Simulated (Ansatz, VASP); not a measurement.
# SiNi3: VASP beside Ansatz

The input INCAR:

```
SYSTEM = SiNi3
  ALGO = Normal
  EDIFF = 1E-7
  ENCUT = 520
  GGA = PE
  ISIF = 2
  ISMEAR = 0
  LASPH = .TRUE.
  LCHARG = .TRUE.
  LELF = .TRUE.
  LREAL = .FALSE.
  LVHAR = .TRUE.
  LWAVE = .FALSE.
  NBANDS = 25
  NELM = 100
  PREC = Accurate
  SIGMA = 0.1
```

File KPOINTS:

```
k-points
0
G
  12 12 12
  0 0 0
```

POSCAR

```
SiNi3
1.0
    3.3977559544      0.0000000000      0.0000000000
    0.0000000000      3.3977559544      0.0000000000
    0.0000000000      0.0000000000      3.3977559544
Si Ni
1 3
Direct
    0.0000000000      0.0000000000      0.0000000000
    0.0000000000      0.5000000000      0.5000000000
    0.5000000000      0.0000000000      0.5000000000
    0.5000000000      0.5000000000      0.0000000000
```

Input for Ansatz:

```yaml
crystal:
  lattice:
    - [3.3977559536, 0.0, 0.0]
    - [0.0, 3.3977559536, 0.0]
    - [0.0, 0.0, 3.3977559536]
  atoms:
    - { symbol: Si, position: [0.0, 0.0, 0.0] }
    - { symbol: Ni, position: [0.0, 0.5, 0.5] }
    - { symbol: Ni, position: [0.5, 0.0, 0.5] }
    - { symbol: Ni, position: [0.5, 0.5, 0.0] }
basis:
  ecutwfc: 420
kpoints:
  mp_grid: { grid: [12, 12, 12] }
hamiltonian:
  xc: pbe
scf:
  occupations: { method: gaussian, width: 0.1 }
output:
  forces: true
  stress: true
  eigenvalues: true
```

Alike in both runs: task single point; functional PBE; k mesh 12 × 12 × 12; occupations gaussian, width 0.1 eV; no spin polarisation.

```csv
,VASP,Ansatz
version,VASP 6.6.1,Ansatz 0.2.0
potentials or method,"VASP PAW PBE potentials, release 64 (Si, Ni)","scalar-relativistic, plane waves, PAW"
plane-wave cutoff (eV),520,420
valence electrons in the cell,34,58
```

VASP gave:

```
gap on the k mesh at the Fermi level (eV) : none
pressure (GPa)                            : 25.0
```

Problem. Estimate Ansatz's values.

Solution. gap on the k mesh at the Fermi level (eV): none; pressure (GPa): 25.2.

A gap of «none» marks a metal or a gap that the smearing closes. The two sets of potentials don't hold the same shells in valence.

Caveats: so large a pressure means that the cell lies far from this level's equilibrium, or that cutoff or potentials fall short (VASP). Spin polarisation is off, so any magnetic state and its effect on volume and gap are missing.
